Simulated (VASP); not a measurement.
Write the native input for VASP 6.6.1 that does the following.

- Task: relaxation of cell and atoms
- Functional: PBE
- Potentials or basis: VASP PAW PBE potentials, release 64 (Na_pv, Cl)
- Cutoff: 600 eV
- k mesh: 8 × 8 × 8
- Occupations: gaussian, width 0.02 eV
- Spin: no spin polarisation
- Further INCAR settings: ALGO = Fast; EDIFF = 1e-06; IBRION = 2; EDIFFG = -0.005; NSW = 60; ISIF = 3

The structure of NaCl lies in POSCAR:

```
NaCl
1.0
    0.0000000000      2.8000000000      2.8000000000
    2.8000000000      0.0000000000      2.8000000000
    2.8000000000      2.8000000000      0.0000000000
Na Cl
1 1
Direct
    0.0000000000      0.0000000000      0.0000000000
    0.5000000000      0.5000000000      0.5000000000
```

The cell was built by a generator and needn't be a form met in nature.

These files were run (other wordings do the same):

INCAR

```
SYSTEM = NaCl
  ALGO = Fast
  EDIFF = 1E-6
  EDIFFG = -0.005
  ENCUT = 600
  GGA = PE
  IBRION = 2
  ISIF = 3
  ISMEAR = 0
  KPAR = 4
  LASPH = .TRUE.
  LCHARG = .FALSE.
  LREAL = .FALSE.
  LWAVE = .FALSE.
  NELM = 120
  NSW = 60
  PREC = Accurate
  SIGMA = 0.02
```

KPOINTS

```
k-points
0
G
  8 8 8
  0 0 0
```

Potentials or basis: VASP PAW PBE potentials, release 64 (Na_pv, Cl).

Command:

```console
$ cat potpaw_PBE.64/Na_pv/POTCAR potpaw_PBE.64/Cl/POTCAR > POTCAR
$ mpirun -np 4 vasp_std > vasp.out
```

Results of the run:

* Relaxed volume: 23.11 Å³/atom
* Relaxed cell: a = 4.028 Å, b = 4.028 Å, c = 4.028 Å, α = 60.00°, β = 60.00°, γ = 60.00°
* Space group after relaxing (to 0.05 Å): Fm-3m (No. 225)
* Energy gained by relaxing: 4.7 meV/atom
* Ionic steps: 4
* Pressure after relaxing: 0.0 GPa
* Band gap on the k mesh: 4.99 eV, direct

It took 20 s on 4 MPI ranks on AMD EPYC 9R14 (Zen 4), on a shared host, peak memory 0.16 GiB a rank.
